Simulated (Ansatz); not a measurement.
Te2Mo:

```xyz
12
Lattice="6.3300 0.0000 0.0000 0.0000 3.4690 0.0000 -0.9468 0.0000 13.8276" Properties=species:S:1:pos:R:3 pbc="T T T"
Te    5.4013    2.6018    8.3588
Te   -0.0181    0.8672    5.4688
Te    4.9099    0.8672   11.7728
Te    0.4733    2.6018    2.0548
Te    1.7550    2.6018   12.3826
Te    3.6282    0.8672    1.4450
Te    2.1916    0.8672    8.9658
Te    3.1917    2.6018    4.8618
Mo    4.2299    2.6018   13.7253
Mo    1.1533    0.8672    0.1023
Mo    3.8493    0.8672    6.8225
Mo    1.5339    2.6018    7.0051
```

```yaml
Program: Ansatz 0.2.0
Task: relaxation of cell and atoms
Functional: revPBE
Dispersion: D3(BJ)
Potentials_or_basis: Ansatz PAW
Cutoff: "420 eV (not typed: the program's choice for these potentials)"
k_mesh: 4 × 8 × 2
Occupations: fermi-dirac, width 0.05 eV
Spin: no spin polarisation
```

At the start: volume 25.30 Å³/atom.

How do energy, volume and symmetry change on relaxing?

It ends after 8 steps and the volume is 23.37 Å³/atom (-7.6 %); space group P2_1/m (No. 11, to 0.05 Å).

The path:
```
step  energy change (eV)  largest force (eV/Å)  volume (Å³)
   1              0.0000                0.2103       303.64
   2             -0.0762                0.4865       271.50
   3             -0.2680                0.1163       285.05
   4             -0.3049                0.0433       281.93
   5             -0.3076                0.0474       280.40
   6             -0.3093                0.0134       280.41
   7             -0.3094                0.0016       280.43
   8             -0.3047                0.0016       280.43
```

Final structure:
```
CELL_PARAMETERS angstrom
6.30113 0.00000 -0.01855
0.00000 3.44729 0.00000
-0.98300 0.00000 12.91282
ATOMIC_POSITIONS crystal
Te 0.94904 0.75000 0.60974
Te 0.05096 0.25000 0.39026
Te 0.90239 0.25000 0.84043
Te 0.09761 0.75000 0.15957
Te 0.41006 0.75000 0.89084
Te 0.58994 0.25000 0.10916
Te 0.44390 0.25000 0.65881
Te 0.55610 0.75000 0.34119
Mo 0.81675 0.75000 0.99181
Mo 0.18325 0.25000 0.00819
Mo 0.68076 0.25000 0.49398
Mo 0.31924 0.75000 0.50602
```

Caveat: the plane-wave basis is chosen anew once the cell has moved, so the energies of steps on either side of that aren't comparable; the PAW data sets come from PBE, with cores solved anew for the run's functional, which leaves a small shift of forces and pressure.
